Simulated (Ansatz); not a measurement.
# Ag: a tetragonal deformation path

An exercise on one series of results from a longer session: the logs are not shown, and one member is left open.

Method: DFT PBEsol, scalar-relativistic, plane waves, PAW, in Ansatz 0.2.0.

2 further runs of the same task are left out: 2 set aside as unsound or not needed. Runs told in other sessions of the task aren't counted.

## The system as given

The structure is cubic, space group Im-3m (No. 229). The conventional cell has a = 3.225 Å, b = 3.225 Å, c = 3.225 Å, α = 90.00°, β = 90.00°, γ = 90.00°. Around Ag (site symmetry m-3m) lie 8 Ag at 2.79 Å.

As a file:

```
CELL_PARAMETERS angstrom
-1.61256 1.61256 1.61256
1.61256 -1.61256 1.61256
1.61256 1.61256 -1.61256
ATOMIC_POSITIONS crystal
Ag 0.00000 0.00000 0.00000
```

It goes back to an entry of the Materials Project, which need not be the stable form.

It is the result of an earlier relaxation at this level (volume 16.77 Å³/atom; gap on the mesh: none (metal)).

The first run:

input.yaml

```yaml
crystal:
  lattice:
    - [-1.6125573276, 1.6125573276, 1.6125573276]
    - [1.6125573276, -1.6125573276, 1.6125573276]
    - [1.6125573276, 1.6125573276, -1.6125573276]
  atoms:
    - { symbol: Ag, position: [0.0, 0.0, 0.0] }
basis:
  ecutwfc: 420
kpoints:
  mp_grid: { grid: [28, 28, 28] }
hamiltonian:
  xc: pbesol
scf:
  occupations: { method: gaussian, width: 0.15 }
output:
  forces: true
  stress: true
  eigenvalues: true
  write_density: true
  write_potential: true
  elf: true
  volumetric_format: npy
```

On the command line:

```console
$ ansatz run input.yaml --threads 1 --pin off --max-ram 2560MiB --backend cpu --events-out ev --progress --plain --runs-dir out
```

Among the steps run: Zero of the scan; ρ = 0.707; At ρ = 1.414; Point ρ = 0.850; ρ = 1.200; ρ = 0.780; At ρ = 1.300; At ρ = 0.920; Point ρ = 1.100; ρ = 0.650; Point ρ = 1.500; At ρ = 0.960; Point ρ = 1.050.

One table of the session follows, with a row left open; its other results are not shown here.

| ρ | ΔE (meV/atom) | pressure (GPa) |
| --- | --- | --- |
| 0.650 | 398.9 | 14.4 |
| 0.707 | 153.8 | 6.5 |
| 0.780 | 31.4 | 2.0 |
| 0.850 | 0.7 | 0.5 |
| 0.920 | -2.0 | 0.1 |
| 0.960 | ? | ? |
| 1.000 | 0.0 | 0.0 |
| 1.050 | -1.5 | 0.0 |
| 1.100 | -5.3 | -0.1 |
| 1.200 | -17.7 | -0.3 |
| 1.300 | -30.7 | -0.6 |
| 1.414 | -37.9 | -0.9 |
| 1.500 | -32.2 | -0.7 |

**Question.** Estimate the row for ρ = 0.960.

Worked estimate for «ΔE (meV/atom)». A straight line through the neighbours (0.920, -2.0) and (1.000, 0.0) gives -2.0 + (0.0 + 2.0) × (0.960 − 0.920) / (1.000 − 0.920) = -1.0; a parabola fitted to 4 rows on both sides gives -1.3.

As computed: ΔE (meV/atom): -1.0; pressure (GPa): 0.0. In «ΔE (meV/atom)» the line misses by 0.0 and the parabola by -0.3.
